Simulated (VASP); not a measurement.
Wanted: the native input for a VASP 6.6.1 run.

```
Task                   : relaxation of cell and atoms
Functional             : r2SCAN
Dispersion             : rVV10
Potentials or basis    : VASP PAW PBE potentials, release 64 (Ta_pv)
Cutoff                 : 600 eV
k mesh                 : 11 × 11 × 11
Occupations            : gaussian, width 0.1 eV
Spin                   : no spin polarisation
Further INCAR settings : ALGO = Normal; EDIFF = 1e-07; IBRION = 2; EDIFFG = -0.01; NSW = 60; ISIF = 3
```

The structure of Ta lies in Ta.cif:

```cif
data_Ta
_cell_length_a 2.82214439
_cell_length_b 2.86708559
_cell_length_c 2.87563965
_cell_angle_alpha 107.89867446
_cell_angle_beta 108.76149078
_cell_angle_gamma 111.31116447
_space_group_name_H-M_alt 'P-1'
_space_group_name_Hall '-P 1'
_space_group_IT_number 2
loop_
_space_group_symop_operation_xyz
'x,y,z'
'-x,-y,-z'
loop_
_atom_site_label
_atom_site_type_symbol
_atom_site_symmetry_multiplicity
_atom_site_Wyckoff_symbol
_atom_site_fract_x
_atom_site_fract_y
_atom_site_fract_z
_atom_site_occupancy
Ta1 Ta 1 a 0.0000000000 0.0000000000 0.0000000000 1
```

The structure of Ta lies in POSCAR:

```
Ta
 1.0000000000000000
     2.8221443900000001    0.0000000000000000    0.0000000000000000
    -1.0419928575435358    2.6710355042967708    0.0000000000000000
    -0.9248901618347507   -1.3094592236157945    2.3872993375110991
 Ta 
   1
Cartesian
  0.0000000000000000  0.0000000000000000  0.0000000000000000
```

The input as run:

INCAR

```
PREC = Accurate
ENCUT = 600
EDIFF = 1E-7
ISMEAR = 0
SIGMA = 0.1
LREAL = False
LASPH = True
NELM = 100
ALGO = Normal
ISIF = 3
LWAVE = False
LCHARG = False
METAGGA = R2SCAN
LMIXTAU = True
LUSE_VDW = True
IVDW_NL = 2
BPARAM = 11.95
CPARAM = 0.0093
IBRION = 2
NSW = 60
EDIFFG = -0.01
LMAXMIX = 4
```

KPOINTS

```
Automatic mesh
0
Gamma
  11 11 11
```

Potentials or basis: VASP PAW PBE potentials, release 64 (Ta_pv).

Launch:

```sh
$ ase convert -i cif -o vasp Ta.cif POSCAR
$ cat potpaw_PBE.64/Ta_pv/POTCAR > POTCAR
$ mpirun -np 1 vasp_std > vasp.out
```

Results of the run:

```yaml
Relaxed_volume: 17.96 Å³/atom
Relaxed_cell: a = 2.857 Å, b = 2.857 Å, c = 2.858 Å, α = 109.38°, β = 109.48°, γ = 109.54°
Space_group_after_relaxing_to_0.05_Å: Im-3m (No. 229)
Energy_gained_by_relaxing: 10.9 meV/atom
Ionic_steps: 10
Pressure_after_relaxing: 0.0 GPa
Band_gap_on_the_k_mesh: none (metal or under the smearing width)
```

Caveat: the PAW data sets were made with another functional, which shifts forces and pressure a little.

It took 22 min on 1 thread of Intel(R) Xeon(R) Platinum 8488C (Sapphire Rapids), with other jobs on the host, peak memory 0.36 GiB.
